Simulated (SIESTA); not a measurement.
The system is C.

```
CELL_PARAMETERS angstrom
2.52210 0.00000 0.00000
-1.26105 2.18420 0.00000
0.00000 0.00000 12.35570
ATOMIC_POSITIONS crystal
C 0.66667 0.33333 0.35417
C 0.33333 0.66667 0.85417
C 0.66667 0.33333 0.14583
C 0.33333 0.66667 0.64583
C 0.66667 0.33333 0.47917
C 0.33333 0.66667 0.97917
C 0.66667 0.33333 0.02083
C 0.33333 0.66667 0.52083
C 0.00000 0.00000 0.81250
C 0.00000 0.00000 0.31250
C 0.00000 0.00000 0.68750
C 0.00000 0.00000 0.18750
```

This is a hexagonal form of diamond, not graphite.

Base run:

```yaml
Program: SIESTA 5.4.2
Functional: VV10
Potentials_or_basis: PseudoDojo 0.4 standard (PBE files)
Basis: DZP (energy shift 0.002 Ry)
Grid_cutoff: 500 Ry
Energy_shift: 0.002 Ry
k_mesh: 12 × 12 × 3
Occupations: fermi-dirac, width 0.05 eV
Spin: no spin polarisation
```

Its results: band gap on the k mesh 4.66 eV, indirect (least direct gap 5.49 eV); pressure 18.8 GPa; largest force 0.337 eV/Å.

Problem. After a change of settings the same cell gave: band gap on the k mesh 4.40 eV, indirect (least direct gap 5.32 eV); pressure 3.5 GPa; largest force 0.347 eV/Å. Which change was it?
A. functional from VV10 to BLYP
B. functional from VV10 to LDA; potentials or basis from PseudoDojo 0.4 standard (PBE files) to PseudoDojo 0.4 standard (LDA files)
C. functional from VV10 to vdW-DF-cx
D. functional from VV10 to AM05; potentials or basis from PseudoDojo 0.4 standard (PBE files) to PseudoDojo 0.4 standard (PBEsol files)

Solution. D.

Caveats: the potentials were made for another functional, which shifts forces and pressure; the basis of atomic orbitals isn't converged, which shifts pressures, moduli and gaps; the non-local part is tabulated coarsely and may be off by about a percent (some runs); so large a pressure means that the cell lies far from this level's equilibrium, or that cutoff or potentials fall short (some runs).

Not every run made on this cell is shown here.
